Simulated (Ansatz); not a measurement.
# Be (diamond type): the cost of one run

Program: Ansatz 0.2.0. Level of theory: DFT PBE, scalar-relativistic. These are calculated values, not measurements.

## 1. Starting point

It takes space group Fd-3m (No. 227, cubic). Conventional cell: a = 4.897 Å, b = 4.897 Å, c = 4.897 Å, α = 90.00°, β = 90.00°, γ = 90.00°. Be (site symmetry -43m) has 4 Be at 2.12 Å as nearest neighbours.

As a file:

```
CELL_PARAMETERS angstrom
0.00000 2.44846 2.44846
2.44846 0.00000 2.44846
2.44846 2.44846 0.00000
ATOMIC_POSITIONS crystal
Be 0.00000 0.00000 0.00000
Be 0.25000 0.25000 0.25000
```

The structure (diamond type) was typed from a prototype and relaxed by PAW; whether it is the ground state wasn't tested.

Atoms are numbered in the order of the input: Be1, Be2.

## 2. Volume × 0.96, LAPW

Input file input.yaml:

```yaml
crystal:
  lattice:
    - [0.0, 2.4153692854, 2.4153692854]
    - [2.4153692854, 0.0, 2.4153692854]
    - [2.4153692854, 2.4153692854, 0.0]
  atoms:
    - { symbol: Be, position: [0.0, 0.0, 0.0] }
    - { symbol: Be, position: [0.25, 0.25, 0.25] }
kpoints:
  mp_grid: { grid: [13, 13, 13] }
scf:
  occupations: { method: fermi_dirac, width: 0.08 }
hamiltonian:
  xc: pbe
  pseudopotentials: { kind: all_electron, lapw: { basis_error: 0.00025 } }
output:
  forces: true
  stress: true
  eigenvalues: true
```

Launch:

```sh
ansatz run input.yaml --threads 1 --pin off --max-ram 2048MiB --backend cpu --events-out ev --progress --plain --runs-dir out
```

**Question.** How long does this run take on 1 thread of Arm Neoverse N1, shared host?

About 5.7 s.
